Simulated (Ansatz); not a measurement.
# Mn: the cost of one run

Program: Ansatz 0.2.0. Level of theory: DFT r2SCAN, scalar-relativistic, plane waves, PAW. These are calculated values, not measurements.

1 further run of the same task is left out (set aside as unsound or not needed).

## Step 1: The structure to begin with

It takes space group Fm-3m (No. 225, cubic). The conventional cell has a = 4.110 Å, b = 4.110 Å, c = 4.110 Å, α = 90.00°, β = 90.00°, γ = 90.00°. Around Ti (site symmetry m-3m) lie 12 Ti at 2.91 Å.

Structure file:

```
CELL_PARAMETERS angstrom
0.00000 2.05515 2.05515
2.05515 0.00000 2.05515
2.05515 2.05515 0.00000
ATOMIC_POSITIONS crystal
Ti 0.00000 0.00000 0.00000
```

It is the result of an earlier relaxation at this level (volume 17.36 Å³/atom; gap on the mesh: none (metal)).

## Step 2: Ti → Mn: the starting cell

Mn starts from the relaxed positions of Ti, with all lengths scaled by 0.908, a guess from tabulated radii. Atoms that may carry a moment start with parallel spins.

## Step 3: A first look at the start (Mn)

Input file input.yaml:

```yaml
crystal:
  lattice:
    - [0.0, 1.8663004572, 1.8663004572]
    - [1.8663004572, 0.0, 1.8663004572]
    - [1.8663004572, 1.8663004572, 0.0]
  atoms:
    - { symbol: Mn, position: [0.0, 0.0, 0.0], spin: 4.0 }
basis:
  ecutwfc: 500
kpoints:
  mp_grid: { grid: [8, 8, 8] }
hamiltonian:
  xc: r2scan
scf:
  occupations: { method: gaussian, width: 0.1 }
  lower_state_search: "off"
output:
  forces: true
  stress: true
  eigenvalues: true
  populations: true
magnetization:
  spin_polarized: true
```

Run with:

```bash
$ ansatz run input.yaml --threads 1 --pin off --max-ram 2560MiB --backend cpu --events-out ev --progress --plain --runs-dir out
```

Q: Estimate wall time and peak memory on 1 thread of Oxide Virtual Turin-like (Zen 5), shared host.

About 3.5 s, with a peak of 0.34 GiB.
